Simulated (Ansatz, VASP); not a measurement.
One calculation of BN, two programs

```
B N
1.0
     0.00000    1.99498    1.78858
     1.78858    0.00000    1.78858
     1.78858    1.99498    0.00000
B N
1 1
Direct
  0.00000 0.00000 0.00000
  0.75000 0.75000 0.75000
```

Alike in both runs: task single point; functional PBE; k mesh 12 × 12 × 12; occupations gaussian, width 0.05 eV; no spin polarisation.

```csv
,VASP,Ansatz
version,VASP 6.6.1,Ansatz 0.2.0
potentials or method,"VASP PAW PBE potentials, release 64 (B, N)","scalar-relativistic, plane waves, PAW"
plane-wave cutoff (eV),520,520
valence electrons in the cell,8,8
```

Ansatz gave:

| Item | Value |
| --- | --- |
| gap on the k mesh at the Fermi level (eV) | 3.45 |
| least direct gap on the mesh (eV) | 7.62 |
| pressure (GPa) | -22.6 |
| largest component of the traceless stress (GPa) | 47.56 |

What did VASP give for the same quantities?

gap on the k mesh at the Fermi level (eV): 3.44; least direct gap on the mesh (eV): 7.62; pressure (GPa): -22.6; largest component of the traceless stress (GPa): 47.59.

Caveats: so large a pressure means that the cell lies far from this level's equilibrium, or that cutoff or potentials fall short (VASP). A k mesh can miss the band edges.
